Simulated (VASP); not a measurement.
Crystal: BeTe.

```
CELL_PARAMETERS angstrom
0.00000 2.77000 2.77000
2.77000 0.00000 2.77000
2.77000 2.77000 0.00000
ATOMIC_POSITIONS crystal
Te 0.75000 0.75000 0.75000
Be 0.00000 0.00000 0.00000
```

```yaml
Program: VASP 6.6.1
Task: relaxation of cell and atoms
Functional: revPBE
Potentials_or_basis: VASP PAW PBE potentials, release 64 (Te, Be)
Cutoff: 600 eV
k_mesh: 8 × 8 × 8
Occupations: fermi-dirac, width 0.05 eV
Spin: no spin polarisation
```

At the start: pressure 5.7 GPa; volume 21.25 Å³/atom.

Task: How do energy, volume and symmetry change on relaxing?

Result: Over 3 steps the energy falls by 33.1 meV/atom and the volume is 23.24 Å³/atom (+9.3 %); space group F-43m (No. 216, to 0.05 Å).

The path:
```
step  energy change (eV)  largest force (eV/Å)  pressure (GPa)  volume (Å³)
   1              0.0000                0.0000            5.74        42.51
   2             -0.0636                0.0000           -0.95        47.37
   3             -0.0663                0.0000            0.01        46.48
```

Final structure:
```xyz
2
Lattice="0.0000 2.8538 2.8538 2.8538 0.0000 2.8538 2.8538 2.8538 0.0000" Properties=species:S:1:pos:R:3 pbc="T T T"
Te    4.2806    4.2806    4.2806
Be    0.0000    0.0000    0.0000
```

Caveat: the PAW data sets were made with another functional, which shifts forces and pressure a little.
